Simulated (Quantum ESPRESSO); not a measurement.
Set up this calculation in Quantum ESPRESSO 7.5, as the native input.

```yaml
Task: single point
Functional: PBEsol
Potentials_or_basis: PseudoDojo 0.4.1 SR PBEsol standard
Cutoff: 952 eV
Density_cutoff: 3810 eV
k_mesh: 8 × 8 × 8
Occupations: gaussian, width 0.01 eV
Spin: no spin polarisation
Mixing_beta: 0.5
Most_SCF_iterations: 120
SCF_threshold: 4e-10 Ry
```

InP:

```
In P
1.0
     0.00000    2.91060    2.91060
     2.91060    0.00000    2.91060
     2.91060    2.91060    0.00000
In P
1 1
Direct
  0.00000 0.00000 0.00000
  0.25000 0.25000 0.25000
```

The cell was built by a generator and isn't the measured one.

One way to write it, as run:

pw.in

```
&CONTROL
  calculation = 'scf'
  prefix = 'pwscf'
  outdir = './tmp'
  pseudo_dir = './pseudo'
  tprnfor = .true.
  tstress = .true.
  disk_io = 'nowf'
/
&SYSTEM
  ibrav = 0
  nat = 2
  ntyp = 2
  ecutwfc = 70
  nbnd = 15
  occupations = 'smearing'
  smearing = 'gaussian'
  degauss = 0.00073499
/
&ELECTRONS
  conv_thr = 4d-10
  electron_maxstep = 120
  mixing_beta = 0.5
/
ATOMIC_SPECIES
In   114.8180 In.upf
P     30.9738 P.upf
CELL_PARAMETERS angstrom
   0.0000000000    2.9106000000    2.9106000000
   2.9106000000    0.0000000000    2.9106000000
   2.9106000000    2.9106000000    0.0000000000
ATOMIC_POSITIONS crystal
In     0.0000000000    0.0000000000    0.0000000000
P      0.2500000000    0.2500000000    0.2500000000
K_POINTS automatic
8 8 8 0 0 0
```

Potentials or basis: PseudoDojo 0.4.1 SR PBEsol standard.

Command:

```bash
$ OMP_NUM_THREADS=1 pw.x -in pw.in > pw.out
```

Results of the run:

| Quantity | Value |
| --- | --- |
| Pressure | 2.2 GPa |
| Band gap on the k mesh | 0.72 eV, direct |

Caveat: spin-orbit coupling is left out, which moves the levels of the heavy elements.

Run time: 31 s on 1 thread of Intel(R) Xeon(R) Platinum 8375C CPU @ 2.90GHz (Ice Lake), with other jobs on the host, peak memory 0.08 GiB.
